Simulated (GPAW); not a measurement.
# FeO (Wuestite) (Fm-3m) in GPAW: notebook

The runs below take FeO (Wuestite) through equation of state, band structure, with RPBE+D4, BLYP, r2SCAN.

All numbers are computed with GPAW 26.7.0; they aren't measurements. Logs are shortened: lines on timing, memory, paths and dates and some standing lists are left out, and cuts for length are marked. The log counts tension as positive stress, the text compression.

**Measured values to compare with.**

“W\"ustite: Electric, thermodynamic and optical properties of FeO”, 2012, arxiv:1203.1201 quotes, for a bulk crystal of FeO: band gap 2.4 eV (optical).

How close the calculation comes is told below.

## (1) The crystal as given

It takes space group Fm-3m (No. 225, cubic). The conventional cell has a = 4.311 Å, b = 4.311 Å, c = 4.311 Å, α = 90.00°, β = 90.00°, γ = 90.00°. Fe (site symmetry m-3m) is surrounded by 6 O at 2.16 Å. Around O (site symmetry m-3m) lie 6 Fe at 2.16 Å.

## (2) Equation of state, RPBE+D4, collinear spin, ferromagnetic start

Contents of run.py:

```python
from ase import Atoms
from ase.calculators.mixing import SumCalculator
from ase.eos import EquationOfState
from ase.io import Trajectory
from ase.units import GPa
from dftd4.ase import DFTD4
from gpaw import GPAW, PW

atoms = Atoms(['Fe', 'O'],
              cell=[[0.0, 2.1554, 2.1554],
                    [2.1554, 0.0, 2.1554],
                    [2.1554, 2.1554, 0.0]],
              scaled_positions=[[0.0, 0.0, 0.0],
                                [0.5, 0.5, 0.5]],
              pbc=True)
atoms.set_initial_magnetic_moments([3.0, 0.0])

traj = Trajectory('eos.traj', 'w')
volumes, energies = [], []
for x in [0.94, 0.96, 0.98, 1.0, 1.02, 1.04, 1.06]:
    a = atoms.copy()
    a.set_cell(atoms.cell * x**(1 / 3), scale_atoms=True)
    calc = GPAW(mode=PW(800),
                xc='RPBE',
                kpts={'size': (9, 9, 9), 'gamma': True},
                occupations={'name': 'fermi-dirac', 'width': 0.05},
                nbands=17,
                convergence={'density': 1e-05, 'energy': 1e-05},
                maxiter=150,
                txt=f'eos-{x:.2f}.txt')
    a.calc = SumCalculator([calc, DFTD4(method='rpbe')])
    energies.append(a.get_potential_energy())
    volumes.append(a.get_volume())
    p = -a.get_stress()[:3].mean() / GPa
    calc.write(f'eos-{x:.2f}.gpw')
    traj.write(a)
    print(f'{x:.2f} {volumes[-1]:10.4f} A^3 {energies[-1]:14.6f} eV {p:9.3f} GPa', flush=True)

v0, e0, B = EquationOfState(volumes, energies, eos='birchmurnaghan').fit()
print(f'V0 = {v0:.4f} A^3, E0 = {e0:.6f} eV, B0 = {B / GPa:.2f} GPa')
```

Potentials or basis: the program's PAW data sets (release 1.2.1) made for this functional, pw.

Command:

```console
OMP_NUM_THREADS=1 python run.py
```

What it wrote:

```text
__  _  _
 | _ |_)|_||  |
 |__||  | ||/\| - 26.7.0

Input parameters:
  mode=PW(ecut=800.0),
  convergence={'density': 1e-05, 'energy': 1e-05},
  kpts=MonkhorstPack(size=(9, 9, 9), gamma=True),
  maxiter=150,
  nbands=17,
  occupations=Occupations(name='fermi-dirac', width=0.05),
  xc=XC(name='RPBE')

Diagonalizing LCAO Hamiltonian
Converting LCAO to pw mode

              O

       Fe

Atoms  # Å, Bohr magnetons
|   | symbol |        x |        y |        z |    initial magnetic moments |
|---|--------|----------|----------|----------|-----------------------------|
| 0 |     Fe | 0.000000 | 0.000000 | 0.000000 | ( 0.0000,  0.0000,  3.0000) |
| 1 |      O | 2.111400 | 2.111400 | 2.111400 | ( 0.0000,  0.0000,  0.0000) |

Unit cell  # Å
| periodic |        x |        y |        z |  lengths |    angles |
|----------|----------|----------|----------|----------|-----------|
|      yes | 0.000000 | 2.111400 | 2.111400 | 2.985970 | 60.000000 |
|      yes | 2.111400 | 0.000000 | 2.111400 | 2.985970 | 60.000000 |
|      yes | 2.111400 | 2.111400 | 0.000000 | 2.985970 | 60.000000 |

Number of symmetries: 48
Symmetry operations  # r_c * U_cc + t_c -> r_c
|    | kind |            matrix            |
|----|------|------------------------------|
|  0 |  σ   |  1, 0, 0,  1, 0,-1,  1,-1, 0 |
|  1 |  C2  |  1, 0, 0,  1,-1, 0,  1, 0,-1 |
|  2 |  E   |  1, 0, 0,  0, 1, 0,  0, 0, 1 |
|  3 |  σ   |  1, 0, 0,  0, 0, 1,  0, 1, 0 |
|  4 |  C4  |  1, 0,-1,  1, 0, 0,  1,-1, 0 |
|  5 |  S6  |  1, 0,-1,  1,-1, 0,  1, 0, 0 |
|  6 |  σ   |  1, 0,-1,  0, 1,-1,  0, 0,-1 |
|  7 |  C3  |  1, 0,-1,  0, 0,-1,  0, 1,-1 |
|  8 |  S6  |  1,-1, 0,  1, 0, 0,  1, 0,-1 |
|  9 |  C4  |  1,-1, 0,  1, 0,-1,  1, 0, 0 |
| 10 |  C3  |  1,-1, 0,  0,-1, 1,  0,-1, 0 |
| 11 |  σ   |  1,-1, 0,  0,-1, 0,  0,-1, 1 |
| 12 |  σ   |  0, 1, 0,  1, 0, 0,  0, 0, 1 |
| 13 |  C4  |  0, 1, 0,  0, 1,-1, -1, 1, 0 |
| 14 |  C3  |  0, 1, 0,  0, 0, 1,  1, 0, 0 |
| 15 |  S6  |  0, 1, 0, -1, 1, 0,  0, 1,-1 |
| 16 |  C2  |  0, 1,-1,  1, 0,-1,  0, 0,-1 |
| 17 |  σ   |  0, 1,-1,  0, 1, 0, -1, 1, 0 |
| 18 |  S4  |  0, 1,-1,  0, 0,-1,  1, 0,-1 |
| 19 |  C4  |  0, 1,-1, -1, 1, 0,  0, 1, 0 |
| 20 |  C3  |  0, 0, 1,  1, 0, 0,  0, 1, 0 |
| 21 |  σ   |  0, 0, 1,  0, 1, 0,  1, 0, 0 |
| 22 |  S6  |  0, 0, 1,  0,-1, 1, -1, 0, 1 |
| 23 |  C4  |  0, 0, 1, -1, 0, 1,  0,-1, 1 |
| 24 |  S4  |  0, 0,-1,  1, 0,-1,  0, 1,-1 |
| 25 |  C3  |  0, 0,-1,  0, 1,-1,  1, 0,-1 |
| 26 |  C2  |  0, 0,-1,  0,-1, 0, -1, 0, 0 |
| 27 |  S6  |  0, 0,-1, -1, 0, 0,  0,-1, 0 |
| 28 |  S4  |  0,-1, 1,  1,-1, 0,  0,-1, 0 |
| 29 |  C4  |  0,-1, 1,  0, 0, 1, -1, 0, 1 |
| 30 |  C2  |  0,-1, 1,  0,-1, 0,  1,-1, 0 |
| 31 |  σ   |  0,-1, 1, -1, 0, 1,  0, 0, 1 |
| 32 |  C3  |  0,-1, 0,  1,-1, 0,  0,-1, 1 |
| 33 |  S6  |  0,-1, 0,  0, 0,-1, -1, 0, 0 |
| 34 |  S4  |  0,-1, 0,  0,-1, 1,  1,-1, 0 |
| 35 |  C2  |  0,-1, 0, -1, 0, 0,  0, 0,-1 |
| 36 |  C2  | -1, 1, 0,  0, 1, 0,  0, 1,-1 |
| 37 |  S6  | -1, 1, 0,  0, 1,-1,  0, 1, 0 |
| 38 |  S4  | -1, 1, 0, -1, 0, 1, -1, 0, 0 |
| 39 |  C3  | -1, 1, 0, -1, 0, 0, -1, 0, 1 |
| 40 |  S6  | -1, 0, 1,  0, 0, 1,  0,-1, 1 |
| 41 |  C2  | -1, 0, 1,  0,-1, 1,  0, 0, 1 |
| 42 |  C3  | -1, 0, 1, -1, 1, 0, -1, 0, 0 |
| 43 |  S4  | -1, 0, 1, -1, 0, 0, -1, 1, 0 |
| 44 |  C2  | -1, 0, 0,  0, 0,-1,  0,-1, 0 |
| 45 |  i   | -1, 0, 0,  0,-1, 0,  0, 0,-1 |
| 46 |  σ   | -1, 0, 0, -1, 1, 0, -1, 0, 1 |
| 47 |  C2  | -1, 0, 0, -1, 0, 1, -1, 1, 0 |

BZ-sampling:
  Number of BZ points: 729
  Number of IBZ points: 35

  Monkhorst-Pack size: [9, 9, 9]
  Monkhorst-Pack shift: [0, 0, 0]

K-points  # in reciprocal-cell coordinates
|     |                                coordinates |     weight |
|-----|--------------------------------------------|------------|
|   0 | (  0.00000000,   0.00000000,   0.00000000) | 0.00137174 |
|   1 | (  0.11111111,   0.11111111,   0.00000000) | 0.00823045 |
|   2 | (  0.11111111,   0.11111111,   0.11111111) | 0.01097394 |
|   3 | (  0.22222222,   0.11111111,   0.11111111) | 0.01646091 |
|   4 | (  0.22222222,   0.22222222,   0.00000000) | 0.00823045 |
|   5 | (  0.22222222,   0.22222222,   0.11111111) | 0.03292181 |
|   6 | (  0.22222222,   0.22222222,   0.22222222) | 0.01097394 |
|   7 | (  0.33333333,   0.22222222,   0.11111111) | 0.03292181 |
|   8 | (  0.33333333,   0.22222222,   0.22222222) | 0.03292181 |
|   9 | (  0.33333333,   0.33333333,  -0.33333333) | 0.01646091 |
| ... |                                            |            |
|  34 | (  0.44444444,   0.44444444,   0.44444444) | 0.01097394 |

Plane wave coefficients: 981
Cutoff: 800.0 eV

Spin-components: 2 (collinear spins)
Bands:           17
Projectors:      11
Spin-degeneracy: 1
Datatype:        complex128

Parallelization:
  kpt:    1
  domain: 1
  band:   1

Density:
  Valence electrons: 14.0
  Components: 2
  Grid points: [20 20 20]
  Charge: 0.0  # |e|

Potential:
  Grid points: [20 20 20]

species:
  Fe:
    name:    Iron
    Z:       26.0
    valence: 8
    core:    18
    charge:  0.0  # [|e|]
    compensation charges:
      type: gauss
      rc: 0.33  # [Å]
      lmax: 2
    cutoffs:
      filter: 2.06  # [Å]
      core: 2.67  # [Å]
    projectors
    | kind |    occ | energy [eV] | rcut [Å] |
    |------|--------|-------------|----------|
    |   4s |  2.000 |      -5.218 |    1.164 |
    |   4p |  0.000 |      -1.321 |    1.058 |
    |   3d |  6.000 |      -7.447 |    1.058 |
    |    s |        |      21.993 |    1.164 |
    |    p |        |      25.890 |    1.058 |
    |    d |        |      19.764 |    1.058 |

    Using partial waves for Fe as LCAO basis

  O:
    name:    Oxygen
    Z:       8.0
    valence: 6
    core:    2
    charge:  0.0  # [|e|]
    compensation charges:
      type: gauss
      rc: 0.21  # [Å]
      lmax: 2
    cutoffs:
      filter: 1.17  # [Å]
      core: 0.83  # [Å]
    projectors
    | kind |    occ | energy [eV] | rcut [Å] |
    |------|--------|-------------|----------|
    |   2s |  2.000 |     -24.041 |    0.688 |
    |   2p |  4.000 |      -8.984 |    0.598 |
    |    s |        |       3.170 |    0.688 |
    |    p |        |      18.228 |    0.598 |
    |    d |        |       0.000 |    0.619 |

    Using partial waves for O as LCAO basis

Reference energy: -36667.692683  # eV

eigensolver:
  PPCG
  Converge bands: occupied
  niter=2

density mixing:
  MSR1-Mixer
  Pratt-step length: 0.05
  Maximum mixing coefficient: 0.75
  Old densities: 10
  SVD Regularization: 0.005
  Good broyden scale: 1.0
  Trust region scale: 1.0
  Backstep threshold: 4.0
  History deletion threshold: 6.0
  Fourier metric: weight=20.0, sigma=0.015

occupation numbers:
  Fermi-Dirac:
    width: 0.0500  # eV

poisson solver:
  ecut: 6400.0  # eV

xc functional:
  name: RPBE with 2 nearest neighbor stencil

convergence criteria:
- Maximum integral of absolute [dens]ity change: 1e-05 electrons / valence electron
- Maximum [total energy] change in last 3 cyles: 1e-05 eV / valence electron
- Maximum integral of absolute [eigenst]ate change: 4e-08 eV^2 / valence electron
maximum number of iterations: 150

SCF iterations
|iter     | |      energy | eigst |  dens |  magmom |
|---------|-|-------------|-------|-------|---------|
|iter:   1| |  -15.483491 | -0.06 |       |  +3.0027|
|iter:   2| |  -15.268812 | -2.05 | -0.73 |  +3.0521|
|iter:   3| |  -14.941390 | -1.74 | -0.77 |  +3.5495|
|iter:   4| |  -14.997572 | -2.96 | -1.27 |  +3.7814|
|iter:   5| |  -15.015538 | -2.75 | -1.56 |  +4.0245|
|iter:   6| |  -15.015607 | -4.46 | -2.24 |  +4.0041|
|iter:   7| |  -15.015600c| -5.48 | -2.68 |  +3.9944|
|iter:   8| |  -15.015697c| -5.34 | -2.89 |  +4.0011|
|iter:   9| |  -15.015699c| -7.21 | -3.51 |  +3.9992|
|iter:  10| |  -15.015700c| -8.03c| -4.12 |  +3.9992|
|iter:  11| |  -15.015700c| -8.69c| -4.91 |  +3.9992|
|iter:  12| |  -15.015700c| -9.28c| -5.42c|  +3.9992|

Converged in 12 steps
Energy contributions relative to reference atoms: (reference = -36667.692683)

Energy contributions:
  Kinetic:          35.452663
  Coulomb:         -30.636901
  Zero:              0.252067
  External:          0.000000
  Xc:              -20.078862
  Entropy:          -0.009333
  Spinorbit:         0.000000
  ----------------------------
  Free energy:     -15.020367
  Extrapolated:    -15.015700

dipole moment: (-10.096982, -10.096982, -10.096982)  # |e|*Ang

Total magnetic moment: (0.000000, 0.000000, 3.999235)

Local magnetic moments
|        x |        y |        z |
|----------|----------|----------|
| 0.000000 | 0.000000 | 3.551736 |  # Fe   0
| 0.000000 | 0.000000 | 0.245209 |  # O    1

Fermi level: 10.318
Eigenvalues  # (at kpt = [0.000, 0.000, 0.000])
| band index |      eig [eV] | occ [0-1] |      eig [eV] | occ [0-1] |
|------------|---------------|-----------|---------------|-----------|
|          0 |       -11.125 |     1.000 |       -10.592 |     1.000 |
|          1 |         6.152 |     1.000 |         6.723 |     1.000 |
|          2 |         6.152 |     1.000 |         6.723 |     1.000 |
|          3 |         6.152 |     1.000 |         6.723 |     1.000 |
|          4 |         6.325 |     1.000 |         9.528 |     1.000 |
|          5 |         6.325 |     1.000 |         9.528 |     1.000 |
[... 9 lines left out ...]
|         15 |        32.035 |     0.000 |        33.804 |     0.000 |
|         16 |        32.035 |     0.000 |        33.804 |     0.000 |

No gap
No difference between direct/indirect transitions

Stress tensor  # eV/Ang^3
|         x |         y |         z |
|-----------|-----------|-----------|
| -0.131682 | -0.000000 |  0.000000 |
| -0.000000 | -0.131682 |  0.000000 |
|  0.000000 |  0.000000 | -0.131682 |

# Writing to eos-0.94.gpw (mode='')
```

Wall time 3.4 min (1 thread of Arm Neoverse V1, shared host); peak memory 0.25 GiB.

What came out:

```yaml
Equilibrium_volume: "10.26 Å³/atom (rough: see the caveat)"
Bulk_modulus: 1293 GPa (rough)
```

Energy against volume, from the lowest point:
| volume (Å³/atom) | energy (meV/atom) |
| --- | --- |
| 9.413 | 226.46 |
| 9.613 | 211.82 |
| 9.813 | 5.97 |
| 10.013 | 0.00 |
| 10.214 | 4.32 |
| 10.414 | 13.37 |
| 10.614 | 25.50 |

Caveat: the energies scatter about the fit; the fit is doubtful: noisy points or a state that changes with volume.

## (3) Band structure, BLYP, collinear spin, ferromagnetic start

Contents of run.py:

```python
from ase.dft.bandgap import bandgap
from ase.io import read, write
from ase.units import GPa
from gpaw import GPAW, PW, setup_paths

setup_paths.insert(0, '.')

atoms = read('FeO.xyz')
atoms.set_initial_magnetic_moments([3.0, 0.0])

calc = GPAW(mode=PW(800),
            xc='BLYP',
            kpts={'size': (11, 11, 11), 'gamma': True},
            occupations={'name': 'fermi-dirac', 'width': 0.05},
            nbands=17,
            convergence={'density': 1e-05, 'energy': 1e-05},
            eigensolver='davidson',
            maxiter=150,
            txt='gpaw.txt')
atoms.calc = calc
energy = atoms.get_potential_energy()
forces = atoms.get_forces()
stress = atoms.get_stress()
calc.write('gs.gpw')
write('result.traj', atoms)
print(f'Energy: {energy:.6f} eV')
print('Forces (eV/A):')
print(forces.round(4))
print('Stress (GPa):', (stress / GPa).round(3))
print('Moments:', calc.get_magnetic_moments().round(3))
print('Fermi level:', round(calc.get_fermi_level(), 4), 'eV')
print(f'Gap: {bandgap(calc)[0]:.4f} eV, direct: {bandgap(calc, direct=True)[0]:.4f} eV')

path = atoms.cell.bandpath('GXWKGLUWLK,UX', npoints=80, eps=1e-4)
bs_calc = calc.fixed_density(kpts=path, symmetry='off', nbands=26,
                             convergence={'bands': 'CBM+6.0', 'eigenstates': 1e-6}, txt='bands.txt')
bs = bs_calc.band_structure()
bs.write('bs.json')
print(f'Gap on the path: {bandgap(bs_calc)[0]:.4f} eV')
```

Contents of FeO.xyz:

```xyz
2
Lattice="0.0000000000 2.1554000000 2.1554000000 2.1554000000 0.0000000000 2.1554000000 2.1554000000 2.1554000000 0.0000000000" Properties=species:S:1:pos:R:3 pbc="T T T"
Fe     0.0000000000      0.0000000000      0.0000000000
O      2.1554000000      2.1554000000      2.1554000000
```

Potentials or basis: PAW data sets generated in the run's folder for this functional, pw.

Command:

```console
gpaw-setup -f BLYP Fe O
OMP_NUM_THREADS=1 python run.py
```

Wall time 67 s (1 thread of Arm Neoverse V1, shared host); peak memory 0.29 GiB.

Results (log left out):

| Property | Result |
| --- | --- |
| Free energy | -14.8202 eV |
| Pressure | 6.2 GPa |
| Band gap along the path | none (metal or under the smearing width) |
| Net moment | 4.00 μB per cell |
| Site moments | Fe +3.53; O +0.25 μB |

Levels at the corners of the path, in eV from the Fermi level:
Spin up:
```tsv
point	band 6	band 7	band 8	band 9	band 10
Γ	-3.72	-3.72	-3.50	-3.50	0.33
X	-3.12	-2.64	-2.64	-2.63	5.34
W	-2.90	-2.75	-2.64	-1.59	7.06
K	-2.77	-2.51	-2.32	-1.58	6.81
Γ	-3.72	-3.72	-3.50	-3.50	0.33
L	-2.91	-2.37	-0.25	-0.25	4.45
U	-2.77	-2.51	-2.32	-1.58	6.81
W	-2.90	-2.75	-2.64	-1.59	7.06
L	-2.91	-2.37	-0.25	-0.25	4.45
K	-2.77	-2.51	-2.32	-1.58	6.81
U	-2.77	-2.51	-2.32	-1.58	6.81
X	-3.12	-2.64	-2.64	-2.63	5.34
```
Spin down:
| point | band 1 | band 2 | band 3 | band 4 | band 5 | band 6 | band 7 | band 8 | band 9 | band 10 |
| --- | --- | --- | --- | --- | --- | --- | --- | --- | --- | --- |
| Γ | -20.14 | -3.29 | -3.29 | -3.29 | -0.74 | -0.74 | -0.74 | 0.17 | 0.17 | 1.06 |
| X | -18.94 | -6.87 | -4.46 | -4.46 | -2.06 | 0.72 | 0.74 | 0.74 | 1.15 | 6.47 |
| W | -18.85 | -6.09 | -6.09 | -5.57 | -0.04 | -0.04 | 0.74 | 1.06 | 1.81 | 8.63 |
| K | -18.88 | -6.49 | -6.12 | -4.89 | -0.78 | 0.55 | 0.66 | 1.31 | 1.76 | 7.91 |
| Γ | -20.14 | -3.29 | -3.29 | -3.29 | -0.74 | -0.74 | -0.74 | 0.17 | 0.17 | 1.06 |
| L | -18.98 | -7.97 | -5.20 | -5.20 | 0.39 | 0.39 | 0.60 | 2.81 | 2.81 | 4.87 |
| U | -18.88 | -6.49 | -6.12 | -4.89 | -0.78 | 0.55 | 0.66 | 1.31 | 1.76 | 7.91 |
| W | -18.85 | -6.09 | -6.09 | -5.57 | -0.04 | -0.04 | 0.74 | 1.06 | 1.81 | 8.63 |
| L | -18.98 | -7.97 | -5.20 | -5.20 | 0.39 | 0.39 | 0.60 | 2.81 | 2.81 | 4.87 |
| K | -18.88 | -6.49 | -6.12 | -4.89 | -0.78 | 0.55 | 0.66 | 1.31 | 1.76 | 7.91 |
| U | -18.88 | -6.49 | -6.12 | -4.89 | -0.78 | 0.55 | 0.66 | 1.31 | 1.76 | 7.91 |
| X | -18.94 | -6.87 | -4.46 | -4.46 | -2.06 | 0.72 | 0.74 | 0.74 | 1.15 | 6.47 |

Caveat: a cell with one magnetic atom can't hold antiferromagnetic order, which such compounds often take; semilocal functionals often make such compounds metallic where correlation or magnetic order opens a gap, which also shifts bond lengths.

(Part 1 of 2 ends here.)
